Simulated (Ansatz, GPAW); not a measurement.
This is a calculation of V for GPAW 26.7.0 (ASE script). Atoms were shifted at random by some hundredths of an Å from the given cell, which wasn't relaxed again for these runs. This isn't the form of V at room conditions, which is bcc.

run.py

```python
from ase import Atoms
from ase.dft.bandgap import bandgap
from ase.io import write
from ase.units import GPa
from gpaw import GPAW, PW, setup_paths

setup_paths.insert(0, '.')

atoms = Atoms(['V', 'V'],
              cell=[[2.6042941027, 0.0, 0.0],
                    [-1.3021470513, 2.2553848518, 0.0],
                    [0.0, 0.0, 4.723336]],
              scaled_positions=[[0.33739, 0.668062, 0.248282],
                                [0.664085, 0.335285, 0.742318]],
              pbc=True)
atoms.set_initial_magnetic_moments([2.0, 2.0])

calc = GPAW(mode=PW(600),
            xc='PBEsol',
            kpts={'size': (12, 12, 6), 'gamma': True},
            occupations={'name': 'fermi-dirac', 'width': 0.05},
            nbands=26,
            convergence={'density': 1e-05, 'energy': 1e-05},
            maxiter=150,
            txt='gpaw.txt')
atoms.calc = calc
energy = atoms.get_potential_energy()
forces = atoms.get_forces()
stress = atoms.get_stress()
calc.write('gs.gpw')
write('result.traj', atoms)
print(f'Energy: {energy:.6f} eV')
print('Forces (eV/A):')
print(forces.round(4))
print('Stress (GPa):', (stress / GPa).round(3))
print('Moments:', calc.get_magnetic_moments().round(3))
print('Fermi level:', round(calc.get_fermi_level(), 4), 'eV')
print(f'Gap: {bandgap(calc)[0]:.4f} eV, direct: {bandgap(calc, direct=True)[0]:.4f} eV')
```

Potentials or basis: PAW data sets generated in the run's folder for this functional, pw.

The run is started by

```sh
$ gpaw-setup -f PBEsol V
$ OMP_NUM_THREADS=1 python run.py
```

**Question.** Translate it to Ansatz 0.2.0. Potentials or basis there: Ansatz PAW, cutoff 420 eV.

**Answer.** As run (cutoffs and basis follow the program's own potentials, and thresholds, step limits or extra output files can differ):

The input input.yaml:

```yaml
crystal:
  lattice:
    - [2.6042941027, 0.0, 0.0]
    - [-1.3021470513, 2.2553848518, 0.0]
    - [0.0, 0.0, 4.723336]
  atoms:
    - { symbol: V, position: [0.33739, 0.668062, 0.248282], spin: 2.0 }
    - { symbol: V, position: [0.664085, 0.335285, 0.742318], spin: 2.0 }
hamiltonian:
  xc: pbesol
  pseudopotentials: { kind: paw }
magnetization:
  spin_polarized: true
kpoints:
  mp_grid: { grid: [12, 12, 6] }
scf:
  occupations: { method: fermi_dirac, width: 0.05 }
output:
  forces: true
  stress: true
  eigenvalues: true
```

Potentials or basis: Ansatz PAW.

Command:

```sh
$ ansatz run input.yaml --threads 1 --pin off --max-ram 3584MiB --backend cpu --events-out ev --progress --plain --runs-dir out
```

Both were run:

|  | GPAW | Ansatz |
| --- | --- | --- |
| Pressure | -5.9 GPa | -7.1 GPa |
| Largest force | 0.258 eV/Å | 0.255 eV/Å |
| Net moment | 0.00 μB per cell | 0.00 μB per cell |
| Energy over the undisturbed cell | 1.8 meV/atom | 1.7 meV/atom |

Ansatz's pressure holds a Pulay term of +0.06 GPa for its cutoff of 420 eV, which the other run lacks.

Ansatz's potentials were made for PBE.

Where Ansatz's input types no cutoff or centring, it takes its own default and a Γ-centred mesh.

The magnetic state is the one that the start led to; the real crystal's order can differ.

Pressure is positive in compression.
